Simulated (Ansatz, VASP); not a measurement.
# Ga: VASP beside Ansatz

INCAR

```
ALGO     = Normal         # electronic algorithm
EDIFF    = 1E-7           # SCF threshold, eV
ENCUT    = 520            # plane-wave cutoff, eV
GGA      = PS             # functional
ISIF     = 2              # what is computed and relaxed
ISMEAR   = 0              # smearing method
LASPH    = T              # aspherical terms in the spheres
LCHARG   = F              # write CHGCAR
LREAL    = F              # projectors in reciprocal space
LWAVE    = F              # write WAVECAR
NBANDS   = 34             # bands
NELM     = 100            # most SCF steps
PREC     = Accurate       # precision mode
SIGMA    = 0.1            # smearing width, eV
```

KPOINTS

```
k-points
0
Gamma
  10 10 8
```

The input POSCAR:

```
Ga
1.0
    2.2459670050     -3.8610675210      0.0000000000
    2.1953584290      3.8312066870      0.0000000000
    0.0000000000      0.0000000000      4.6207196010
Ga
4
Direct
    0.2177046788      0.8816317341      0.1153857274
    0.6349812442      0.3337185741      0.3846142726
    0.8650187558      0.1662814259      0.8846142726
    0.2822953212      0.6183682659      0.6153857274
```

Input for Ansatz:

```yaml
crystal:
  lattice:
    - [2.245967005, -3.861067521, 0.0]
    - [2.195358429, 3.831206687, 0.0]
    - [0.0, 0.0, 4.620719601]
  atoms:
    - { symbol: Ga, position: [0.2177046788, 0.8816317341, 0.1153857274] }
    - { symbol: Ga, position: [0.6349812442, 0.3337185741, 0.3846142726] }
    - { symbol: Ga, position: [0.8650187558, 0.1662814259, 0.8846142726] }
    - { symbol: Ga, position: [0.2822953212, 0.6183682659, 0.6153857274] }
basis:
  ecutwfc: 420
kpoints:
  mp_grid: { grid: [10, 10, 8] }
hamiltonian:
  xc: pbesol
scf:
  occupations: { method: gaussian, width: 0.1 }
output:
  forces: true
  stress: true
  eigenvalues: true
```

Alike in both runs: task single point; functional PBEsol; k mesh 10 × 10 × 8; occupations gaussian, width 0.1 eV; no spin polarisation.

|  | VASP | Ansatz |
| --- | --- | --- |
| version | VASP 6.6.1 | Ansatz 0.2.0 |
| potentials or method | VASP PAW PBE potentials, release 64 (Ga_d) | scalar-relativistic, plane waves, PAW |
| plane-wave cutoff (eV) | 520 | 420 |
| valence electrons in the cell | 52 | 52 |

VASP gave:

```
gap on the k mesh at the Fermi level (eV)       : none
pressure (GPa)                                  : 1.7
largest component of the traceless stress (GPa) : 6.22
rms of the force components (eV/Å)              : 1.043
```

Question: Estimate Ansatz's values.

Answer: gap on the k mesh at the Fermi level (eV): none; pressure (GPa): 1.6; largest component of the traceless stress (GPa): 6.20; rms of the force components (eV/Å): 1.040.

Atom by atom the forces differ by 0.003 eV/Å (rms over components). A gap of «none» marks a metal or a gap that the smearing closes. With one functional, cell and mesh, what is left measures potentials, basis and numerics.

Caveats: the PAW data sets were made with another functional, which shifts forces and pressure a little (VASP).
